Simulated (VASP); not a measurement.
# Al7P8 (a cell with a defect) in VASP: notebook, part 2 of 2

VASP 6.6.1. Earlier steps stand in the parts before.

## Step 4: Single point, PBE

INCAR reads:

```
SYSTEM = Al7P8
PREC = Accurate ; ENCUT = 520
EDIFF = 1E-6 ; ISMEAR = 0
SIGMA = 0.1 ; LREAL = Auto
LASPH = .TRUE. ; NELM = 60
ALGO = Normal ; ISIF = 2
LWAVE = .FALSE. ; LCHARG = .TRUE.
GGA = PE ; LELF = .TRUE.
LVHAR = .TRUE. ; NBANDS = 44
```

KPOINTS reads:

```
regular mesh
0
G
  2 2 2
  0 0 0
```

POSCAR reads:

```
Al7P8
1.0
    0.0000000000      5.4591520000      5.4591520000
    5.4591520000      0.0000000000      5.4591520000
    5.4591520000      5.4591520000      0.0000000000
Al P
7 8
Direct
    0.0319581686     -0.0039659090      0.0085268738
    0.0319360956     -0.0039469500      0.4632474055
   -0.0363452969      0.5030736459      0.5165215220
    0.8487934573     -0.2853612612     -0.0318337903
    0.4923598024      0.0071664977      0.5001401317
    0.4593805961      0.5057198444      0.0113511219
    0.4593826111      0.5056984125      0.5233544514
    0.2622562991      0.0324352573      0.1025433987
    0.1190260868      0.1269941742      0.6268762071
    0.0784336102      0.6255806763      0.1382831986
    0.0784374570      0.6255876371      0.6574651155
    0.6554208419      0.1414860770      0.1299203613
    0.6553889688      0.1414417477      0.5730725212
    0.4942042281      0.7034471654      0.1510782261
    0.5903423279      0.6331031816      0.6381710017
```

Potentials or basis: VASP PAW PBE potentials, release 64 (Al, P).

The run is started by

```
cat potpaw_PBE.64/Al/POTCAR potpaw_PBE.64/P/POTCAR > POTCAR
mpirun -np 1 vasp_std > vasp.out
```

OUTCAR:

```text
SYSTEM = Al7P8
   PREC = Accurate
   ENCUT = 520
   EDIFF = 1E-6
   ISMEAR = 0
   LREAL = Auto
   LASPH = .TRUE.
   NELM = 60
   ISIF = 2
   GGA = PE

 ion  position               nearest neighbor table
   1  0.032  0.996  0.009-  12 2.38   8 2.40  10 2.40   9 2.42   4 3.32
   2  0.032  0.996  0.463-  13 2.38   8 2.40  11 2.40   9 2.42   4 3.32
   3  0.964  0.503  0.517-  15 2.35   9 2.38  10 2.39  11 2.39
   4  0.849  0.715  0.968-  11 2.36  10 2.36  14 2.40   1 3.32   2 3.32
   5  0.492  0.007  0.500-   9 2.35  12 2.36  13 2.36  15 2.36
   6  0.459  0.506  0.011-  15 2.35  12 2.36  10 2.40  14 2.43
   7  0.459  0.506  0.523-  15 2.35  13 2.36  11 2.40  14 2.43
   8  0.262  0.032  0.103-  14 2.23   2 2.40   1 2.40
   9  0.119  0.127  0.627-   5 2.35   3 2.38   1 2.42   2 2.42
  10  0.078  0.626  0.138-   4 2.36   3 2.39   6 2.40   1 2.40
  11  0.078  0.626  0.657-   4 2.36   3 2.39   7 2.40   2 2.40
  12  0.655  0.141  0.130-   5 2.36   6 2.36   1 2.38
  13  0.655  0.141  0.573-   5 2.36   7 2.36   2 2.38
  14  0.494  0.703  0.151-   8 2.23   4 2.40   6 2.43   7 2.43
  15  0.590  0.633  0.638-   6 2.35   7 2.35   3 2.35   5 2.36

  LATTYP: Found a face centered cubic cell.
 ALAT       =    10.9183040000

  Lattice vectors:

 A1 = (   0.0000000000,   5.4591520000,   5.4591520000)
 A2 = (   5.4591520000,   0.0000000000,   5.4591520000)
 A3 = (   5.4591520000,   5.4591520000,   0.0000000000)

Analysis of symmetry for initial positions (statically):
=====================================================================
 Subroutine PRICEL returns:
 Original cell was already a primitive cell.

 Routine SETGRP: Setting up the symmetry group for a
 face centered cubic supercell.

 Subroutine GETGRP returns: Found  1 space group operations
 (whereof  1 operations were pure point group operations)
 out of a pool of 48 trial point group operations.

[... 157 lines left out ...]
  volume of cell :      325.39
 maximum number of plane-waves:      8801
 NGX is ok and might be reduce to    60
   NGX = 29   NGY = 29   NGZ = 29

 number of electron      61.0000001 magnetization

 Free energy of the ion-electron system (eV)
  ---------------------------------------------------
  ext. energy  EPLUGINS =         0.00000000
  ---------------------------------------------------
  free energy    TOTEN  =       -74.43506737 eV

  energy without entropy =      -74.42676667  energy(sigma->0) =      -74.43091702

 E-fermi :   4.4724     XC(G=0):  -8.9713

 val. band max:        4.3658204212   @ k =   0.0000   0.5000   0.5000
 cond. band min:       4.5516621570   @ k =   0.5000   0.5000   0.0000
 fundamental gap:      0.1858417358
 Fermi energy:         4.4724177965

 k-point     1 :       0.0000    0.0000    0.0000
  band No.  band energies     occupation
      1      -7.6454      2.00000
      2      -6.5055      2.00000
      3      -5.7238      2.00000
      4      -5.6681      2.00000
      5      -5.5514      2.00000
      6      -5.2402      2.00000
[... 349 lines left out ...]
     41       8.5022      0.00000
     42       8.7122      0.00000
 [bands above 42 left out]

------------------------ aborting loop because EDIFF is reached ----------------------------------------

  FORCE on cell =-STRESS in cart. coord.  units (eV):
  Direction    XX          YY          ZZ          XY          YZ          ZX
  --------------------------------------------------------------------------------------
  -------------------------------------------------------------------------------------
  Total       -2.9313491     -2.9325390      1.7138394      0.7314466     -0.0328173      0.0332866
  in kB      -14.4335302    -14.4393891      8.4386924      3.6015353     -0.1615875      0.1638985
  external PRESSURE =      -6.8114090 kB  Pullay stress =       0.0000000 kB

 VOLUME and BASIS-vectors are now :
 -----------------------------------------------------------------------------
  energy-cutoff  :      520.00
  volume of cell :      325.39
      direct lattice vectors                 reciprocal lattice vectors
     0.000000000  5.459152000  5.459152000    -0.091589316  0.091589316  0.091589316
     5.459152000  0.000000000  5.459152000     0.091589316 -0.091589316  0.091589316
     5.459152000  5.459152000  0.000000000     0.091589316  0.091589316 -0.091589316

 POSITION                                       TOTAL-FORCE (eV/Angst)
 -----------------------------------------------------------------------------------
      5.48405      0.22101      5.61197        -0.007463      0.000029     -0.000021
      7.96654      2.70328      5.61195        -0.000826      0.008269      0.000091
      5.56613      8.08051      8.00709        -0.006786      0.008151      0.020096
      9.18669      9.91906      8.53501         0.000223     -0.001050     -0.013668
      2.76946      5.41821      2.72699         0.011506     -0.011748     -0.012137
      2.82277      2.56980      5.26863         0.024694      0.002756      0.002497
      5.61776      5.36491      5.26852        -0.002693     -0.024447      0.002981
      0.73687      1.99150      1.60877         0.016936     -0.017247     -0.025145
      4.11549      4.07199      1.34306         0.000113     -0.000903     -0.008761
      4.17005      1.18309      3.84332         0.012375      0.030956      0.005091
      7.00438      4.01740      3.84338        -0.030298     -0.012734      0.005044
      1.48165      4.28730      4.35044        -0.013575     -0.004878      0.004297
      3.90064      6.70636      4.35002         0.004842      0.013662      0.005287
      4.66498      3.52270      6.53816        -0.003739      0.003804      0.003787
      6.94008      6.70664      6.67898        -0.005310      0.005379      0.010563
 -----------------------------------------------------------------------------------
    total drift:                                0.005430     -0.006441      0.003362

  FREE ENERGIE OF THE ION-ELECTRON SYSTEM (eV)
  ---------------------------------------------------
  free  energy   TOTEN  =       -74.4350673726 eV

  energy  without entropy=      -74.4267666726  energy(sigma->0) =      -74.43091702
```

stdout:

```text
POSCAR found type information on POSCAR AlP
 POSCAR found :  2 types and      15 ions
 scaLAPACK will be used
 LDA part: xc-table for (Slater+PW92), standard interpolation
 POSCAR, INCAR and KPOINTS ok, starting setup
 FFT: planning ... GRIDC
 FFT: planning ... GRID_SOFT
 FFT: planning ... GRID
 WAVECAR not read
 entering main loop
```

Wall time 2.2 min (1 thread of Intel Xeon Platinum 8375C at 2.90GHz (Ice Lake), shared host); peak memory 0.48 GiB.

Results:

| Quantity | Value |
| --- | --- |
| Free energy | -74.4351 eV |
| Pressure | -0.7 GPa |
| Largest force | 0.035 eV/Å |
| Band gap on the k mesh | none (metal or under the smearing width) |

Forces on the atoms (eV/Å):
```
Al  -0.007  0.000  0.000
Al  -0.001  0.008  0.000
Al  -0.007  0.008  0.020
Al   0.000 -0.001 -0.014
Al   0.012 -0.012 -0.012
Al   0.025  0.003  0.002
Al  -0.003 -0.024  0.003
P    0.017 -0.017 -0.025
P    0.000 -0.001 -0.009
P    0.012  0.031  0.005
P   -0.030 -0.013  0.005
P   -0.014 -0.005  0.004
P    0.005  0.014  0.005
P   -0.004  0.004  0.004
P   -0.005  0.005  0.011
```

Stress tensor (GPa, compression positive):
```
-1.44  0.36  0.02
 0.36 -1.44 -0.02
 0.02 -0.02  0.84
```

Caveat: the k mesh is coarse (spacing up to 0.50 Å⁻¹), so the values aren't converged.
